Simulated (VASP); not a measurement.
Write the native input for VASP 6.6.1 that does the following.

- Task: relaxation of cell and atoms
- Functional: PBE
- Potentials or basis: VASP PAW PBE potentials, release 64 (Sn_d, S)
- Cutoff: 600 eV
- k mesh: 9 × 9 × 5
- Occupations: gaussian, width 0.03 eV
- Spin: no spin polarisation
- Target pressure: 3 GPa
- Further INCAR settings: ALGO = Normal; EDIFF = 1e-06; IBRION = 2; EDIFFG = -0.01; NSW = 90; ISIF = 3
- Target pressure: 3 GPa

The structure of SnS2 (Berndtite-2T) lies in POSCAR:

```
SnS2
1.0
    3.6390000000      0.0000000000      0.0000000000
   -1.8195000000      3.1514664444      0.0000000000
    0.0000000000      0.0000000000      5.8680000000
Sn S
1 2
Direct
    0.0000000000      0.0000000000      0.0000000000
    0.3333333333      0.6666666667      0.2500000000
    0.6666666667      0.3333333333      0.7500000000
```

One way to write it, as run:

INCAR

```
SYSTEM = SnS2
  ALGO = Normal
  EDIFF = 1E-6
  EDIFFG = -0.01
  ENCUT = 600
  GGA = PE
  IBRION = 2
  ISIF = 3
  ISMEAR = 0
  LASPH = .TRUE.
  LCHARG = .FALSE.
  LREAL = .FALSE.
  LWAVE = .FALSE.
  NELM = 80
  NSW = 90
  PREC = Accurate
  PSTRESS = 30.0
  SIGMA = 0.03
```

KPOINTS

```
k-points
0
G
  9 9 5
  0 0 0
```

Potentials or basis: VASP PAW PBE potentials, release 64 (Sn_d, S).

Launch:

```sh
$ cat potpaw_PBE.64/Sn_d/POTCAR potpaw_PBE.64/S/POTCAR > POTCAR
$ mpirun -np 1 vasp_std > vasp.out
```

Results of the run:

```yaml
Relaxed_volume: 22.26 Å³/atom
Relaxed_cell: a = 3.662 Å, b = 3.662 Å, c = 5.751 Å, α = 90.00°, β = 90.00°, γ = 120.00°
Space_group_after_relaxing_to_0.05_Å: P-3m1 (No. 164)
Energy_change_on_relaxing_the_enthalpy_is_what_falls: +0.3 meV/atom
Ionic_steps: 9
Pressure_after_relaxing: 3.0 GPa
Largest_force_after_relaxing: 0.003 eV/Å
Band_gap_on_the_k_mesh: 1.26 eV, indirect (least direct gap 1.72 eV)
```

Caveat: the cell is relaxed towards a set pressure, so the enthalpy falls and the energy may rise; spin-orbit coupling is left out, which moves the levels of the heavy elements; an odd mesh through Γ misses points on the zone boundary, where band edges often lie; this functional lacks dispersion, which binds the layers, so the pressure and a relaxed spacing across them are unreliable.

It took 3.5 min on 1 thread of Intel(R) Xeon(R) 6975P-C (Granite Rapids), with other jobs on the host, peak memory 0.25 GiB.
